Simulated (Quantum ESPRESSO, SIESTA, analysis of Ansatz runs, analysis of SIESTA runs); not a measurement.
# Levels of V_Cl in KCl (Fm-3m), rung by rung (SIESTA), part 3 of 5

We place the charge-transition levels of V_Cl in KCl (Fm-3m) with atom-centred orbitals, then repeat the energies at other levels of method to see what holds. Model: a cell of 64 host atoms with 1 Cl taken out.

SIESTA 5.4.2; SIESTA numerical-orbital DFT, PBEsol, DZP basis, PseudoDojo 0.4.1 potentials converted to PSML; charged supercells in a uniform background, point-charge correction with alignment at far sites.

So far. Step 2 (Band edges): The gap at this level is 4.89 eV. Step 3 (Relaxing each charge state): Against the host's sites the lattice moves most at charge +1 (0.20 Å); the smallest move among the states is 0.05 Å.

### Step 4. Corrections and levels

A charged cell interacts with its images and the background. The point-charge term, screened by the static dielectric constant, takes that out, and the potential far from the defect is aligned with the host's. Chemical potentials: Cl (Cl2 molecule) and K (bcc), run alike.

By state, in eV; the first energy still holds the atoms taken out or put in:

```
charge  moment (μB)  energy over the host, electrons at the valence top  point-charge term  potential shift at far sites  its spread  correction
    −1            0                                             454.003              0.305                         0.058       0.010       0.246
     0            1                                             449.251              0.000                             -           -       0.000
    +1            0                                             445.081              0.305                         0.019       0.026       0.324
```

Potentials at atomic sites for charge −1, some of the atoms; distances and the model charge refer to the site on which the defect was built:

```
atom  distance from that site (Å)  potential less the host's (eV)  point-charge model (eV)
 K12                        3.100                           0.168                    0.298
Cl61                        4.535                           0.037                    0.045
Cl45                        4.548                           0.038                    0.044
 K10                        5.457                          -0.027                   -0.041
 K41                        5.470                          -0.023                   -0.042
 K17                        7.070                          -0.009                   -0.076
 K48                        7.078                          -0.007                   -0.076
Cl39                        7.761                          -0.065                   -0.114
 Cl6                        7.764                          -0.063                   -0.114
Cl54                        8.955                          -0.054                   -0.125
 K34                        9.499                          -0.104                   -0.149
```

Over the charge states the far sites scatter by a standard deviation of up to 0.03 eV about the model once its mean shift is taken off, which is the uncertainty of the alignment.

Limit set by the element alone; other compounds of these elements are not counted. Chemical potentials from the elements' reference states: Cl 0.00 eV, K -4.25 eV. Formation energies (Cl-rich), with the Fermi level at the valence top and at the conduction bottom (gap 4.89 eV):

```
charge  at valence top (eV)  at conduction bottom (eV)  correction included (eV)
    +1                 0.96                       5.85                      0.32
     0                 4.80                       4.80                      0.00
    −1                 9.80                       4.91                      0.25
```

```
Fermi level (eV)  lowest formation energy (eV)
            0.00                          0.96
            0.44                          1.40
            0.89                          1.85
            1.33                          2.29
            1.78                          2.74
            2.22                          3.18
            2.67                          3.63
            3.11                          4.07
            3.56                          4.52
            4.00                          4.80
            4.45                          4.80
            4.89                          4.80
```

Limit set by the element alone; other compounds of these elements are not counted. Chemical potentials from the elements' reference states: K 0.00 eV, Cl -4.25 eV. Formation energies (K-rich), with the Fermi level at the valence top and at the conduction bottom (gap 4.89 eV):

```
charge  at valence top (eV)  at conduction bottom (eV)  correction included (eV)
    +1                -3.29                       1.60                      0.32
     0                 0.55                       0.55                      0.00
    −1                 5.55                       0.66                      0.25
```

Fermi level (eV), lowest formation energy (eV) and a bar from the least value:
```
     0.00      -3.29 
     0.44      -2.85 ###
     0.89      -2.40 #######
     1.33      -1.96 ##########
     1.78      -1.51 ##############
     2.22      -1.07 #################
     2.67      -0.62 #####################
     3.11      -0.18 ########################
     3.56       0.27 ############################
     4.00       0.55 ##############################
     4.45       0.55 ##############################
     4.89       0.55 ##############################
```

So at this level: (+1/0) at 3.85 eV (4.17 without the correction) and (0/−1) at 5.00 eV (4.75 without the correction), in a gap of 4.89 eV. (0/−1) lies outside the gap, so the charge beyond is not the lowest at any Fermi level in the gap, within the error of the correction.

### Step 5. SIESTA, PBEsol, DZP, mesh 300 Ry, energy shift 0.02 Ry, with orbitals at the vacancy, k = ¼

The orbitals' energy shift goes from 0.005 to 0.02 Ry on the same structures. A larger shift confines the orbitals more: the run is cheaper, and the tails that carry anions and vacancy electrons are cut.

Contents of defect.fdf:

```
SystemName                      K32Cl31
SystemLabel                     defect
NumberOfSpecies                 3
NumberOfAtoms                   64
%block ChemicalSpeciesLabel
  1   19 K
  2   17 Cl
  3  -17 Cl_ghost
%endblock ChemicalSpeciesLabel
LatticeConstant                 1.0 Ang
%block LatticeVectors
    12.668644000     0.000284000     0.000284000
     0.000284000    12.668644000     0.000284000
     0.000284000     0.000284000    12.668644000
%endblock LatticeVectors
AtomicCoordinatesFormat         Fractional
%block AtomicCoordinatesAndAtomicSpecies
     0.000423721     0.000054691     0.000048455  1
     0.001354000     0.251043068     0.251248304  1
     0.250127154     0.000117050     0.250361754  1
[... 9 atom lines left out ...]
    -0.000540023     0.000449845     0.750815796  2
[... 6 atom lines left out ...]
     0.249986421     0.749998735     0.000088960  1
[... 5 atom lines left out ...]
     0.001400266     0.749657893     0.748703547  1
[... 1 atom line left out ...]
     0.249619007     0.745265168     0.500039582  1
    -0.003627779     0.500789605     0.752855934  2
[... 27 atom lines left out ...]
     0.499475277     0.749164266     0.749194025  1
[... 6 atom lines left out ...]
     0.250000000     0.500000000     0.500000000  3
%endblock AtomicCoordinatesAndAtomicSpecies
%block kgrid.MonkhorstPack
    1   0   0  0.25
    0   1   0  0.25
    0   0   1  0.25
%endblock kgrid.MonkhorstPack
XC.Functional                   GGA
XC.Authors                      PBEsol
PAO.BasisSize                   DZP
PAO.EnergyShift                 0.02 Ry
Mesh.Cutoff                     300 Ry
NetCharge                       -1.0
OccupationFunction              FD
ElectronicTemperature           0.01 eV
MaxSCFIterations                150
SCF.MustConverge                true
SCF.Mixer.Method                Pulay
SCF.Mixer.Weight                0.2
SCF.Mixer.History               10
SCF.DM.Tolerance                1.0e-4
SCF.H.Tolerance                 1.0e-3 eV
WriteForces                     true
Charge.Mulliken                 end
SaveRho                         true
SaveElectrostaticPotential      true
Charge.Hirshfeld                end
Charge.Voronoi                  end
```

On the command line:

```sh
$ OMP_NUM_THREADS=1 siesta defect.fdf > defect.out
```

The program printed:

```text
Version         : 5.4.2

                           ***********************
                           *  WELCOME TO SIESTA  *
                           ***********************

[...]
reinit: Reading from file defect.fdf

reinit: -----------------------------------------------------------------------
reinit: System Name: K32Cl31
reinit: -----------------------------------------------------------------------
reinit: System Label: defect
reinit: -----------------------------------------------------------------------

initatom: Reading input for the pseudopotentials and atomic orbitals ----------
Species number:   1 Atomic number:   19 Label: K
Species number:   2 Atomic number:   17 Label: Cl
Species number:   3 Atomic number:  -17 Label: Cl_ghost (floating PAOs)

[... pseudopotential checks and orbital generation ...]

prinput: Basis input

PAO.BasisType split

%block ChemicalSpeciesLabel
    1   19 K                       # Species index, atomic number, species label
    2   17 Cl                      # Species index, atomic number, species label
    3  -17 Cl_ghost                # Species index, atomic number, species label
%endblock ChemicalSpeciesLabel

%block PAO.Basis                 # Define Basis set
# WARNING: This information might be incomplete!
K                     4                    # Species label, number of l-shells
 n=3   0   1                         # n, l, Nzeta
   3.247
   1.000
 n=4   0   2                         # n, l, Nzeta
   9.041      7.167
   1.000      1.000
 n=3   1   1                         # n, l, Nzeta
   3.737
   1.000
 n=4   1   1                         # n, l, Nzeta
   9.041
   1.000
Cl                    2                    # Species label, number of l-shells
 n=3   0   2                         # n, l, Nzeta
[...]
(Free)E + p*V (eV/cell)   -39990.2860
Target enthalpy (eV/cell)   -39969.3388
[...]
siesta: Final energy (eV):
siesta:  Band Struct. =   -8137.211866
siesta:       Kinetic =   13801.370968
siesta:       Hartree =    8894.749911
siesta:         Exch. =   -8574.099479
siesta:         Corr. =    -742.037833
siesta:   Exch.-corr. =   -9316.137312
siesta:  Ion-electron =  -31222.628797
siesta:       Ion-ion =  -22126.693589
siesta:         Total =  -39969.338818
siesta:         Fermi =      -1.874826
[...]
siesta: Atomic forces (eV/Ang):
siesta:      1   -0.000999    0.003124   -0.002502
siesta:      2   -0.007798   -0.000916   -0.009642
siesta:      3   -0.001606   -0.000399    0.008933
[...]
siesta:     63   -0.000775    0.003631    0.003589
siesta:     64    0.003511   -0.000704    0.001067
siesta: ----------------------------------------
siesta:    Tot   -0.001644   -0.003272   -0.001931
[...]
siesta: Stress tensor (static) (eV/Ang**3):
siesta:     0.010288    0.000116    0.000107
siesta:     0.000116    0.010319    0.000108
siesta:     0.000107    0.000108    0.010300
[...]
siesta: Cell volume =       2033.248198 Ang**3
[...]
siesta: Pressure (static):
siesta:                Solid            Molecule  Units
siesta:          -0.00011221         -0.00011322  Ry/Bohr**3
siesta:          -0.01030231         -0.01039583  eV/Ang**3
siesta:         -16.50611383        -16.65595170  kBar
[...]
mulliken: Qtot =      506.000

Mulliken Atomic Populations:
Atom #   charge [q] valence [e]  Species
     1    -0.105703    9.105703  K
     2    -0.103517    9.103517  K
     3    -0.140052    9.140052  K
[...]
5     0.094712    6.905288  Cl
     6     0.094850    6.905150  Cl
     7     0.093741    6.906259  Cl
[...]
58    -0.139817    9.139817  K
    59    -0.139925    9.139925  K
[...]
62     0.104231    6.895769  Cl
    63     0.095056    6.904944  Cl
    64     7.010377   -0.010377  Cl_ghost
 Total     6.000000

[...]
Job completed
```

Elapsed: 2 min, on 1 MPI rank of Arm Neoverse V2, shared host; peak memory 1.2 GiB.

On the kept structures the largest force at this level is 0.08 eV/Å, so they are close to rest here too.

By state, in eV; the first energy still holds the atoms taken out or put in:

```
charge  moment (μB)  energy over the host, electrons at the valence top  point-charge term  potential shift at far sites  its spread  correction
    −1            0                                             453.323              0.305                         0.044       0.010       0.261
     0            1                                             448.670              0.000                             -           -       0.000
    +1            0                                             444.603              0.305                         0.008       0.026       0.313
```

Against the first level the gap goes from 4.89 to 4.87 eV, and the level that moves most, (+1/0), from 3.85 to 3.75 eV.

### Step 6. SIESTA, PBEsol, DZP, mesh 300 Ry, energy shift 0.01 Ry, with orbitals at the vacancy, k = ¼

The orbitals' energy shift goes from 0.005 to 0.01 Ry on the same structures. A larger shift confines the orbitals more: the run is cheaper, and the tails that carry anions and vacancy electrons are cut.

Contents of defect.fdf:

```
SystemName                      K32Cl31
SystemLabel                     defect
NumberOfSpecies                 3
NumberOfAtoms                   64
%block ChemicalSpeciesLabel
  1   19 K
  2   17 Cl
  3  -17 Cl_ghost
%endblock ChemicalSpeciesLabel
LatticeConstant                 1.0 Ang
%block LatticeVectors
    12.668644000     0.000284000     0.000284000
     0.000284000    12.668644000     0.000284000
     0.000284000     0.000284000    12.668644000
%endblock LatticeVectors
AtomicCoordinatesFormat         Fractional
%block AtomicCoordinatesAndAtomicSpecies
    -0.000635271     0.000095368    -0.000028878  1
    -0.000649286     0.249272251     0.249216206  1
     0.250060805     0.000161528     0.248742007  1
[... 9 atom lines left out ...]
     0.001345223     0.000571800     0.748903628  2
[... 6 atom lines left out ...]
     0.250017173     0.751539706     0.000018515  1
[... 5 atom lines left out ...]
    -0.000632948     0.751435907     0.750662247  1
[... 1 atom line left out ...]
     0.249464648     0.764782495     0.499938111  1
     0.005725752     0.500701581     0.743973402  2
[... 27 atom lines left out ...]
     0.501179482     0.750955301     0.751025239  1
[... 6 atom lines left out ...]
     0.250000000     0.500000000     0.500000000  3
%endblock AtomicCoordinatesAndAtomicSpecies
%block kgrid.MonkhorstPack
    1   0   0  0.25
    0   1   0  0.25
    0   0   1  0.25
%endblock kgrid.MonkhorstPack
XC.Functional                   GGA
XC.Authors                      PBEsol
PAO.BasisSize                   DZP
PAO.EnergyShift                 0.01 Ry
Mesh.Cutoff                     300 Ry
NetCharge                       1.0
OccupationFunction              FD
ElectronicTemperature           0.01 eV
MaxSCFIterations                150
SCF.MustConverge                true
SCF.Mixer.Method                Pulay
SCF.Mixer.Weight                0.2
SCF.Mixer.History               10
SCF.DM.Tolerance                1.0e-4
SCF.H.Tolerance                 1.0e-3 eV
WriteForces                     true
Charge.Mulliken                 end
SaveRho                         true
SaveElectrostaticPotential      true
Charge.Hirshfeld                end
Charge.Voronoi                  end
```

The program printed:

```text
Version         : 5.4.2

                           ***********************
                           *  WELCOME TO SIESTA  *
                           ***********************

[...]
reinit: Reading from file defect.fdf

reinit: -----------------------------------------------------------------------
reinit: System Name: K32Cl31
reinit: -----------------------------------------------------------------------
reinit: System Label: defect
reinit: -----------------------------------------------------------------------

initatom: Reading input for the pseudopotentials and atomic orbitals ----------
Species number:   1 Atomic number:   19 Label: K
Species number:   2 Atomic number:   17 Label: Cl
Species number:   3 Atomic number:  -17 Label: Cl_ghost (floating PAOs)

[... pseudopotential checks and orbital generation ...]

prinput: Basis input

PAO.BasisType split

%block ChemicalSpeciesLabel
    1   19 K                       # Species index, atomic number, species label
    2   17 Cl                      # Species index, atomic number, species label
    3  -17 Cl_ghost                # Species index, atomic number, species label
%endblock ChemicalSpeciesLabel

%block PAO.Basis                 # Define Basis set
# WARNING: This information might be incomplete!
K                     4                    # Species label, number of l-shells
 n=3   0   1                         # n, l, Nzeta
   3.483
   1.000
 n=4   0   2                         # n, l, Nzeta
  10.012      7.733
   1.000      1.000
 n=3   1   1                         # n, l, Nzeta
   4.057
   1.000
 n=4   1   1                         # n, l, Nzeta
  10.012
   1.000
Cl                    2                    # Species label, number of l-shells
 n=3   0   2                         # n, l, Nzeta
[...]
2   -0.004155   -0.002546   -0.004175
     3   -0.000660    0.000038   -0.010202
[...]
63   -0.002916   -0.001235   -0.001388
    64    0.001441   -0.000356    0.000532
   Tot   -0.000188   -0.006242    0.002155
   Max    0.027455
   Res    0.004774    sqrt( Sum f_i^2 / 3N )
   Max    0.027455    constrained
[...]
Stress tensor Voigt[x,y,z,yz,xz,xy] (kbar):        1.99        1.99        1.99       -0.01       -0.01        0.00
(Free)E + p*V (eV/cell)   -40000.1904
Target enthalpy (eV/cell)   -39997.6698
[...]
siesta: Final energy (eV):
siesta:  Band Struct. =   -8449.060238
siesta:       Kinetic =   13680.443365
siesta:       Hartree =    8936.397014
siesta:         Exch. =   -8546.108388
siesta:         Corr. =    -739.628944
siesta:   Exch.-corr. =   -9285.737332
siesta:  Ion-electron =  -31535.635680
siesta:       Ion-ion =  -21793.137149
siesta:         Total =  -39997.669781
siesta:         Fermi =      -6.722060
[...]
siesta: Stress tensor (static) (eV/Ang**3):
siesta:     0.001239    0.000003   -0.000005
siesta:     0.000003    0.001241   -0.000004
siesta:    -0.000005   -0.000004    0.001239
[...]
siesta: Cell volume =       2033.248198 Ang**3
[...]
siesta: Pressure (static):
siesta:                Solid            Molecule  Units
siesta:          -0.00001350         -0.00001398  Ry/Bohr**3
siesta:          -0.00123971         -0.00128383  eV/Ang**3
siesta:          -1.98622758         -2.05693043  kBar
[...]
mulliken: Qtot =      504.000

Mulliken Atomic Populations:
Atom #   charge [q] valence [e]  Species
     1     0.170905    8.829095  K
     2     0.156448    8.843552  K
     3     0.201252    8.798748  K
[...]
5    -0.161110    7.161110  Cl
     6    -0.161173    7.161173  Cl
     7    -0.163523    7.163523  Cl
[...]
58     0.201114    8.798886  K
    59     0.201504    8.798496  K
[...]
62    -0.190706    7.190706  Cl
    63    -0.161129    7.161129  Cl
    64     7.012461   -0.012461  Cl_ghost
 Total     8.000000

[...]
Job completed
```

It took 2.5 min on 1 MPI rank; peak memory 1.4 GiB.

On the kept structures the largest force at this level is 0.04 eV/Å, so they are close to rest here too.

By state, in eV; the first energy still holds the atoms taken out or put in:

```
charge  moment (μB)  energy over the host, electrons at the valence top  point-charge term  potential shift at far sites  its spread  correction
    −1            0                                             453.766              0.305                         0.055       0.010       0.250
     0            1                                             449.052              0.000                             -           -       0.000
    +1            0                                             444.933              0.305                         0.014       0.027       0.319
```

Against the first level the gap goes from 4.89 to 4.86 eV, and the level that moves most, (+1/0), from 3.85 to 3.80 eV.

(Part 3 of 5 ends here.)

[Logs are printed without paths, hosts, clocks, repeated set-up lines and the standing remarks that a program may print on its own settings, such as how far it seeks lower states.]

[Hosts, paths, dates, database ids (printed as entryN), source tags and the programs' standing remarks are cut or masked in the printed files.]

[For some hosts the program warned that the k-mesh of the response run may be too coarse for force constants and the static dielectric constant; such warnings are not shown here.]

[Charge tables in the logs are Mulliken or Hirshfeld populations, whose sizes and signs can differ; where basis functions stand at a vacancy, SIESTA counts their charge against the missing atom's valence.]

[In relaxation paths of CP2K, step 0 can be the structure after the first move, since the trajectory file begins there, and the last row can be the final structure solved once more.]
